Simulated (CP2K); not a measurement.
## HfC under changes of volume

One of the cells (12.568 Å³/atom); the others are scaled copies at fixed shape and fractional positions:

```
Hf C
1.0
     3.28805    0.00000    0.00000
     1.64402    2.84753    0.00000
     1.64402    0.94918    2.68468
Hf C
1 1
Cartesian
  3.2880 1.8984 1.3423
  0.0000 0.0000 0.0000
```

* Program: CP2K 2026.2
* Functional: LDA
* Potentials or basis: GTH_POTENTIALS Hf GTH-PADE-q12, C GTH-PADE-q4; TZVP-MOLOPT-PBE-GTH basis
* Density cutoff: 6123 eV
* k mesh: 10 × 10 × 10
* Occupations: fermi-dirac, width 0.05 eV
* Spin: no spin polarisation

| volume (Å³/atom) | energy over the lowest point (meV/atom) | pressure (GPa) |
| --- | --- | --- |
| 11.814 | 0.00 | -39.6 |
| 12.065 | 65.52 | -43.7 |
| 12.317 | 136.87 | -46.9 |
| 12.568 | 212.49 | -49.4 |
| 12.819 | 291.38 | -51.1 |
| 13.071 | 372.61 | -52.4 |
| 13.322 | ? | ? |

Q: What does the run at 13.322 Å³/atom give?

A: Energy over the lowest point 455.44 meV/atom; pressure -53.2 GPa.

Worked out: A Birch-Murnaghan fit of order 3 (a polynomial in V^(-2/3)) to the other rows has no minimum within the range. It gives 455.00 meV/atom at 13.322 Å³/atom, against the run's 455.44, and -dE/dV = -52.8 GPa, against -53.2.

Energies are extrapolated to zero smearing.

Caveats: the basis of atomic orbitals isn't converged, which shifts pressures, moduli and gaps.
